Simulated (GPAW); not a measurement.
# Ag (Fm-3m) in GPAW: further runs

One crystal, Ag, is run at these levels: PBE; tasks: equation of state, band structure.

Everything below comes from runs of GPAW 26.7.0. Logs are shortened: lines on timing, memory, paths and dates and some standing lists are left out, and cuts for length are marked. The log counts tension as positive stress, the text compression.

## (1) Starting point

Symmetry: Fm-3m, No. 225, cubic system. Conventional cell: a = 4.085 Å, b = 4.085 Å, c = 4.085 Å, α = 90.00°, β = 90.00°, γ = 90.00°. Around Ag (site symmetry m-3m) lie 12 Ag at 2.89 Å.

## (2) Equation of state, PBE

File run.py:

```python
from ase.eos import EquationOfState
from ase.io import Trajectory
from ase.spacegroup import crystal
from ase.units import GPa
from gpaw import GPAW

# Ag 4a
atoms = crystal(['Ag'],
                basis=[[0.0, 0.0, 0.0]],
                spacegroup=225, setting=1,  # Fm-3m
                cellpar=[4.0855, 4.0855, 4.0855, 90.0, 90.0, 90.0],
                primitive_cell=True)

traj = Trajectory('eos.traj', 'w')
volumes, energies = [], []
for x in [0.94, 0.96, 0.98, 1.0, 1.02, 1.04, 1.06]:
    a = atoms.copy()
    a.set_cell(atoms.cell * x**(1 / 3), scale_atoms=True)
    calc = GPAW(mode='lcao',
                h=0.18,
                basis='szp(dzp)',
                xc='PBE',
                kpts={'size': (11, 11, 11), 'gamma': True},
                occupations={'name': 'fermi-dirac', 'width': 0.05},
                convergence={'density': 1e-05, 'energy': 1e-05},
                maxiter=150,
                txt=f'eos-{x:.2f}.txt')
    a.calc = calc
    energies.append(a.get_potential_energy(force_consistent=True))
    volumes.append(a.get_volume())
    calc.write(f'eos-{x:.2f}.gpw')
    traj.write(a)
    print(f'{x:.2f} {volumes[-1]:10.4f} A^3 {energies[-1]:14.6f} eV', flush=True)

v0, e0, B = EquationOfState(volumes, energies, eos='birchmurnaghan').fit()
print(f'V0 = {v0:.4f} A^3, E0 = {e0:.6f} eV, B0 = {B / GPa:.2f} GPa')
```

Potentials or basis: GPAW PAW data sets (gpaw-data 1.2.1), lcao:szp(dzp).

Started as:

```bash
OMP_NUM_THREADS=1 python run.py
```

What it wrote:

```text
__  _  _
 | _ |_)|_||  |
 |__||  | ||/\| - 26.7.0

Input parameters:
  mode=LCAO(),
  basis={'default': 'szp(dzp)'},
  convergence={'density': 1e-05, 'energy': 1e-05},
  h=0.18,
  kpts=MonkhorstPack(size=(11, 11, 11), gamma=True),
  maxiter=150,
  occupations=Occupations(name='fermi-dirac', width=0.05),
  xc=XC(name='PBE')

       Ag

Atoms  # Å, Bohr magnetons
|   | symbol |        x |        y |        z |    initial magnetic moments |
|---|--------|----------|----------|----------|-----------------------------|
| 0 |     Ag | 0.000000 | 0.000000 | 0.000000 | ( 0.0000,  0.0000,  0.0000) |

Unit cell  # Å
| periodic |        x |        y |        z |  lengths |    angles |
|----------|----------|----------|----------|----------|-----------|
|      yes | 0.000000 | 2.001050 | 2.001050 | 2.829911 | 60.000000 |
|      yes | 2.001050 | 0.000000 | 2.001050 | 2.829911 | 60.000000 |
|      yes | 2.001050 | 2.001050 | 0.000000 | 2.829911 | 60.000000 |

Number of symmetries: 48
Symmetry operations  # r_c * U_cc + t_c -> r_c
|    | kind |            matrix            |
|----|------|------------------------------|
|  0 |  σ   |  1, 0, 0,  1, 0,-1,  1,-1, 0 |
|  1 |  C2  |  1, 0, 0,  1,-1, 0,  1, 0,-1 |
|  2 |  E   |  1, 0, 0,  0, 1, 0,  0, 0, 1 |
|  3 |  σ   |  1, 0, 0,  0, 0, 1,  0, 1, 0 |
|  4 |  C4  |  1, 0,-1,  1, 0, 0,  1,-1, 0 |
|  5 |  S6  |  1, 0,-1,  1,-1, 0,  1, 0, 0 |
|  6 |  σ   |  1, 0,-1,  0, 1,-1,  0, 0,-1 |
|  7 |  C3  |  1, 0,-1,  0, 0,-1,  0, 1,-1 |
|  8 |  S6  |  1,-1, 0,  1, 0, 0,  1, 0,-1 |
|  9 |  C4  |  1,-1, 0,  1, 0,-1,  1, 0, 0 |
| 10 |  C3  |  1,-1, 0,  0,-1, 1,  0,-1, 0 |
| 11 |  σ   |  1,-1, 0,  0,-1, 0,  0,-1, 1 |
| 12 |  σ   |  0, 1, 0,  1, 0, 0,  0, 0, 1 |
| 13 |  C4  |  0, 1, 0,  0, 1,-1, -1, 1, 0 |
| 14 |  C3  |  0, 1, 0,  0, 0, 1,  1, 0, 0 |
| 15 |  S6  |  0, 1, 0, -1, 1, 0,  0, 1,-1 |
| 16 |  C2  |  0, 1,-1,  1, 0,-1,  0, 0,-1 |
[... 17 lines left out ...]
| 34 |  S4  |  0,-1, 0,  0,-1, 1,  1,-1, 0 |
| 35 |  C2  |  0,-1, 0, -1, 0, 0,  0, 0,-1 |
| 36 |  C2  | -1, 1, 0,  0, 1, 0,  0, 1,-1 |
| 37 |  S6  | -1, 1, 0,  0, 1,-1,  0, 1, 0 |
| 38 |  S4  | -1, 1, 0, -1, 0, 1, -1, 0, 0 |
| 39 |  C3  | -1, 1, 0, -1, 0, 0, -1, 0, 1 |
| 40 |  S6  | -1, 0, 1,  0, 0, 1,  0,-1, 1 |
| 41 |  C2  | -1, 0, 1,  0,-1, 1,  0, 0, 1 |
| 42 |  C3  | -1, 0, 1, -1, 1, 0, -1, 0, 0 |
| 43 |  S4  | -1, 0, 1, -1, 0, 0, -1, 1, 0 |
| 44 |  C2  | -1, 0, 0,  0, 0,-1,  0,-1, 0 |
| 45 |  i   | -1, 0, 0,  0,-1, 0,  0, 0,-1 |
| 46 |  σ   | -1, 0, 0, -1, 1, 0, -1, 0, 1 |
| 47 |  C2  | -1, 0, 0, -1, 0, 1, -1, 1, 0 |

BZ-sampling:
  Number of BZ points: 1331
  Number of IBZ points: 56

  Monkhorst-Pack size: [11, 11, 11]
  Monkhorst-Pack shift: [0, 0, 0]

K-points  # in reciprocal-cell coordinates
|     |                                coordinates |     weight |
|-----|--------------------------------------------|------------|
|   0 | (  0.00000000,   0.00000000,   0.00000000) | 0.00075131 |
|   1 | (  0.09090909,   0.09090909,   0.00000000) | 0.00450789 |
|   2 | (  0.09090909,   0.09090909,   0.09090909) | 0.00601052 |
|   3 | (  0.18181818,   0.09090909,   0.09090909) | 0.00901578 |
|   4 | (  0.18181818,   0.18181818,   0.00000000) | 0.00450789 |
|   5 | (  0.18181818,   0.18181818,   0.09090909) | 0.01803156 |
|   6 | (  0.18181818,   0.18181818,   0.18181818) | 0.00601052 |
|   7 | (  0.27272727,   0.18181818,   0.09090909) | 0.01803156 |
|   8 | (  0.27272727,   0.18181818,   0.18181818) | 0.01803156 |
|   9 | (  0.27272727,   0.27272727,   0.00000000) | 0.00450789 |
| ... |                                            |            |
|  55 | (  0.45454545,   0.45454545,   0.45454545) | 0.00601052 |

basis functions: 15
Spin-components: 1 (collinear spins)
Bands:           12
Projectors:      6
Spin-degeneracy: 2
Datatype:        <class 'complex'>

Parallelization:
  kpt:    1
  domain: 1
  band:   1

Density:
  Valence electrons: 17.0
  Components: 1
  Grid points: [12 12 12]
  Charge: 0.0  # |e|

Potential:
  Grid points: [12 12 12]

species:
  Ag:
    name:    Silver
    Z:       47.0
    valence: 17
    core:    30
    charge:  0.0  # [|e|]
    compensation charges:
      type: gauss
      rc: 0.40  # [Å]
      lmax: 2
    cutoffs:
      filter: 2.35  # [Å]
      core: 2.19  # [Å]
    projectors
    | kind |    occ | energy [eV] | rcut [Å] |
    |------|--------|-------------|----------|
    |   5s |  1.000 |      -4.401 |    1.286 |
    |   4p |  6.000 |     -58.577 |    1.328 |
    |   5p |  0.000 |      -0.738 |    1.328 |
    |   4d | 10.000 |      -7.446 |    1.180 |
    |    s |        |      22.811 |    1.286 |
    |    d |        |      19.766 |    1.180 |
[... 51 lines left out ...]
|----------|----------|----------|----------|----------|-----------|
|      yes | 0.000000 | 2.001050 | 2.001050 | 2.829911 | 60.000000 |
|      yes | 2.001050 | 0.000000 | 2.001050 | 2.829911 | 60.000000 |
|      yes | 2.001050 | 2.001050 | 0.000000 | 2.829911 | 60.000000 |

Number of symmetries: 48
Symmetry operations  # r_c * U_cc + t_c -> r_c
|    | kind |            matrix            |
|----|------|------------------------------|
|  0 |  σ   |  1, 0, 0,  1, 0,-1,  1,-1, 0 |
|  1 |  C2  |  1, 0, 0,  1,-1, 0,  1, 0,-1 |
|  2 |  E   |  1, 0, 0,  0, 1, 0,  0, 0, 1 |
|  3 |  σ   |  1, 0, 0,  0, 0, 1,  0, 1, 0 |
|  4 |  C4  |  1, 0,-1,  1, 0, 0,  1,-1, 0 |
|  5 |  S6  |  1, 0,-1,  1,-1, 0,  1, 0, 0 |
|  6 |  σ   |  1, 0,-1,  0, 1,-1,  0, 0,-1 |
|  7 |  C3  |  1, 0,-1,  0, 0,-1,  0, 1,-1 |
|  8 |  S6  |  1,-1, 0,  1, 0, 0,  1, 0,-1 |
|  9 |  C4  |  1,-1, 0,  1, 0,-1,  1, 0, 0 |
| 10 |  C3  |  1,-1, 0,  0,-1, 1,  0,-1, 0 |
| 11 |  σ   |  1,-1, 0,  0,-1, 0,  0,-1, 1 |
| 12 |  σ   |  0, 1, 0,  1, 0, 0,  0, 0, 1 |
| 13 |  C4  |  0, 1, 0,  0, 1,-1, -1, 1, 0 |
| 14 |  C3  |  0, 1, 0,  0, 0, 1,  1, 0, 0 |
| 15 |  S6  |  0, 1, 0, -1, 1, 0,  0, 1,-1 |
| 16 |  C2  |  0, 1,-1,  1, 0,-1,  0, 0,-1 |
[... 17 lines left out ...]
| 34 |  S4  |  0,-1, 0,  0,-1, 1,  1,-1, 0 |
| 35 |  C2  |  0,-1, 0, -1, 0, 0,  0, 0,-1 |
| 36 |  C2  | -1, 1, 0,  0, 1, 0,  0, 1,-1 |
| 37 |  S6  | -1, 1, 0,  0, 1,-1,  0, 1, 0 |
| 38 |  S4  | -1, 1, 0, -1, 0, 1, -1, 0, 0 |
| 39 |  C3  | -1, 1, 0, -1, 0, 0, -1, 0, 1 |
| 40 |  S6  | -1, 0, 1,  0, 0, 1,  0,-1, 1 |
| 41 |  C2  | -1, 0, 1,  0,-1, 1,  0, 0, 1 |
| 42 |  C3  | -1, 0, 1, -1, 1, 0, -1, 0, 0 |
| 43 |  S4  | -1, 0, 1, -1, 0, 0, -1, 1, 0 |
| 44 |  C2  | -1, 0, 0,  0, 0,-1,  0,-1, 0 |
| 45 |  i   | -1, 0, 0,  0,-1, 0,  0, 0,-1 |
| 46 |  σ   | -1, 0, 0, -1, 1, 0, -1, 0, 1 |
| 47 |  C2  | -1, 0, 0, -1, 0, 1, -1, 1, 0 |

BZ-sampling:
  Number of BZ points: 1331
  Number of IBZ points: 56

  Monkhorst-Pack size: [11, 11, 11]
  Monkhorst-Pack shift: [0, 0, 0]

K-points  # in reciprocal-cell coordinates
|     |                                coordinates |     weight |
|-----|--------------------------------------------|------------|
|   0 | (  0.00000000,   0.00000000,   0.00000000) | 0.00075131 |
|   1 | (  0.09090909,   0.09090909,   0.00000000) | 0.00450789 |
|   2 | (  0.09090909,   0.09090909,   0.09090909) | 0.00601052 |
|   3 | (  0.18181818,   0.09090909,   0.09090909) | 0.00901578 |
|   4 | (  0.18181818,   0.18181818,   0.00000000) | 0.00450789 |
|   5 | (  0.18181818,   0.18181818,   0.09090909) | 0.01803156 |
|   6 | (  0.18181818,   0.18181818,   0.18181818) | 0.00601052 |
|   7 | (  0.27272727,   0.18181818,   0.09090909) | 0.01803156 |
|   8 | (  0.27272727,   0.18181818,   0.18181818) | 0.01803156 |
|   9 | (  0.27272727,   0.27272727,   0.00000000) | 0.00450789 |
| ... |                                            |            |
|  55 | (  0.45454545,   0.45454545,   0.45454545) | 0.00601052 |

basis functions: 15
Spin-components: 1 (collinear spins)
Bands:           12
Projectors:      6
Spin-degeneracy: 2
Datatype:        <class 'complex'>

Parallelization:
  kpt:    1
  domain: 1
  band:   1

Density:
  Valence electrons: 17.0
  Components: 1
  Grid points: [12 12 12]
  Charge: 0.0  # |e|

Potential:
  Grid points: [12 12 12]

species:
  Ag:
    name:    Silver
    Z:       47.0
    valence: 17
    core:    30
    charge:  0.0  # [|e|]
    compensation charges:
      type: gauss
      rc: 0.40  # [Å]
      lmax: 2
    cutoffs:
      filter: 2.35  # [Å]
      core: 2.19  # [Å]
    projectors
    | kind |    occ | energy [eV] | rcut [Å] |
    |------|--------|-------------|----------|
    |   5s |  1.000 |      -4.401 |    1.286 |
    |   4p |  6.000 |     -58.577 |    1.328 |
    |   5p |  0.000 |      -0.738 |    1.328 |
    |   4d | 10.000 |      -7.446 |    1.180 |
    |    s |        |      22.811 |    1.286 |
    |    d |        |      19.766 |    1.180 |

    LCAO basis set for Ag:
      Name: szp(dzp)
      File: <dir>
      Number of radial functions: 5
      Number of spherical harmonics: 15
        l=0, rc=9.2812 Bohr: 5s-sz confined orbital
        l=1, rc=3.3750 Bohr: 4p-sz confined orbital
        l=1, rc=14.2344 Bohr: 5p-sz confined orbital
        l=2, rc=5.4531 Bohr: 4d-sz confined orbital
        l=1, rc=9.2812 Bohr: p-type Gaussian polarization
      Number of RI-basis functions 0

Reference energy: -144597.826354  # eV

eigensolver:
  <gpaw.new.lcao.eigensolver.LCAOEigensolver object>
density mixing:
  MSR1-Mixer
  Pratt-step length: 0.05
  Maximum mixing coefficient: 0.75
  Old densities: 10
  SVD Regularization: 0.005
  Good broyden scale: 1.0
  Trust region scale: 1.0
  Backstep threshold: 4.0
  History deletion threshold: 6.0
  Fourier metric: weight=20.0, sigma=0.015

occupation numbers:
  Fermi-Dirac:
    width: 0.0500  # eV

FastPoissonSolver using
    Stencil: 12*3+1=37 point O(h^6) finite-difference Laplacian
    FFT axes: [np.int64(0), np.int64(1), np.int64(2)]
    FST axes: []

xc functional:
  name: PBE with 2 nearest neighbor stencil
interpolation: tri-quintic # 5. degree polynomial

convergence criteria:
- Maximum integral of absolute [dens]ity change: 1e-05 electrons / valence electron
- Maximum [total energy] change in last 3 cyles: 1e-05 eV / valence electron
- Maximum integral of absolute [eigenst]ate change: 4e-08 eV^2 / valence electron
maximum number of iterations: 150

SCF iterations
|iter     | |      energy | eigst |  dens |
|---------|-|-------------|-------|-------|
|iter:   1| |   -2.761874 |      c|       |
|iter:   2| |   -2.661879 |      c| -1.24 |
|iter:   3| |   -2.241141 |      c| -1.29 |
|iter:   4| |   -2.236735 |      c| -2.23 |
|iter:   5| |   -2.235900 |      c| -2.72 |
|iter:   6| |   -2.235901 |      c| -3.85 |
|iter:   7| |   -2.235901c|      c| -4.68 |
|iter:   8| |   -2.235901c|      c| -5.31c|

Converged in 8 steps
Energy contributions relative to reference atoms: (reference = -144597.826354)

Energy contributions:
  Kinetic:         -28.171176
  Coulomb:          26.784054
  Zero:              0.006798
  External:          0.000000
  Xc:               -0.854605
  Entropy:          -0.001946
  Spinorbit:         0.000000
  ----------------------------
  Free energy:      -2.236874
  Extrapolated:     -2.235901

dipole moment: (-12.662520, -12.662520, -12.662520)  # |e|*Ang

Fermi level: 9.363
Eigenvalues  # (at kpt = [0.000, 0.000, 0.000])
| band index |      eig [eV] | occ [0-2] |
|------------|---------------|-----------|
|          0 |       -46.823 |     2.000 |
|          1 |       -46.819 |     2.000 |
|          2 |       -46.819 |     2.000 |
|          3 |         0.977 |     2.000 |
|          4 |         3.927 |     2.000 |
|          5 |         3.928 |     2.000 |
|          6 |         3.928 |     2.000 |
|          7 |         5.048 |     2.000 |
|          8 |         5.048 |     2.000 |
|          9 |        34.699 |     0.000 |
|         10 |        34.710 |     0.000 |
|         11 |        34.710 |     0.000 |

No gap
No difference between direct/indirect transitions
# Writing to eos-0.94.gpw (mode='')
```

It took 14 min on 1 thread of Arm Neoverse V1, shared host; peak memory 0.22 GiB.

The run converged, but some of its settings lie outside the range that counts as converged, so its numbers aren't taken as properties of the crystal.

What came out:

```
Equilibrium volume                      : 17.51 Å³/atom
Bulk modulus                            : 99 GPa
Pressure derivative of the bulk modulus : 5.7
```

Caveat: the basis of atomic orbitals isn't converged, which shifts pressures, moduli and gaps.

(Continued in part 2 of 2.)
